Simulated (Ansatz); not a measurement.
Geometry optimisation in Ansatz: input, command and trajectory.

```yaml
crystal:
  lattice:
    - [3.022086041, 0.0, 0.0]
    - [-1.5110430205, 2.6172032839, 0.0]
    - [0.0, 0.0, 2.9561230571]
  atoms:
    - { symbol: Ta, position: [0.3333333333, 0.6666666667, 0.5] }
    - { symbol: "N", position: [0.0, 0.0, 0.0] }
basis:
  ecutwfc: 420
kpoints:
  mp_grid: { grid: [18, 18, 14] }
hamiltonian:
  xc: pbesol
scf:
  occupations: { method: gaussian, width: 0.1 }
output:
  forces: true
  stress: true
  eigenvalues: true
relax:
  adjacent_minimum: "off"
  f_tol: 0.01
  max_steps: 30
  cell: { stress_tol: 0.1, fix: [volume] }
```

```bash
ansatz run input.yaml --threads 1 --pin off --max-ram 2560MiB --backend cpu --events-out ev --progress --plain --runs-dir out
```

All numbers below come from DFT PBEsol, scalar-relativistic, plane waves, PAW in Ansatz.

The volume is held at 1.1 times that of the relaxed cell.

Of 4 frames 3 are shown, positions in Å and forces in eV/Å; the SCF threshold varies from step to step. Steps run on the plane waves of an earlier cell, with a Pulay correction in the pressure. The basis is chosen afresh for the last frame, the zero of the energies, and at times for earlier ones too; energy and pressure step there, also at an unchanged geometry. The mark taken_back stands on steps that the optimiser undid.

```xyz
2
Lattice="3.0221 0.0000 0.0000 -1.5110 2.6172 0.0000 0.0000 0.0000 2.9561" Properties=species:S:1:pos:R:3:forces:R:3 pbc="T T T" step=1 free_energy_over_end_meV_per_atom=0.07 pressure_GPa=-28.08
Ta    0.0000    1.7448    1.4781    0.0000    0.0000    0.0000
N     0.0000    0.0000    0.0000    0.0000    0.0000    0.0000
2
Lattice="3.0303 0.0000 0.0000 -1.5152 2.6243 0.0000 0.0000 0.0000 2.9401" Properties=species:S:1:pos:R:3:forces:R:3 pbc="T T T" step=2 free_energy_over_end_meV_per_atom=0.46 pressure_GPa=-27.89 taken_back
Ta    0.0000    1.7496    1.4700    0.0000    0.0000    0.0000
N     0.0000    0.0000    0.0000    0.0000    0.0000    0.0000
2
Lattice="3.0244 0.0000 0.0000 -1.5122 2.6192 0.0000 0.0000 0.0000 2.9516" Properties=species:S:1:pos:R:3:forces:R:3 pbc="T T T" step=4 free_energy_over_end_meV_per_atom=0.00 pressure_GPa=-28.03
Ta    0.0000    1.7462    1.4758    0.0000    0.0000    0.0000
N     0.0000    0.0000    0.0000    0.0000    0.0000    0.0000
```

It took 71 s on 1 thread of Arm Neoverse N1 (shared host), peak memory 0.41 GiB.

Spin–orbit coupling is left out, which can shift energies with elements as heavy as these.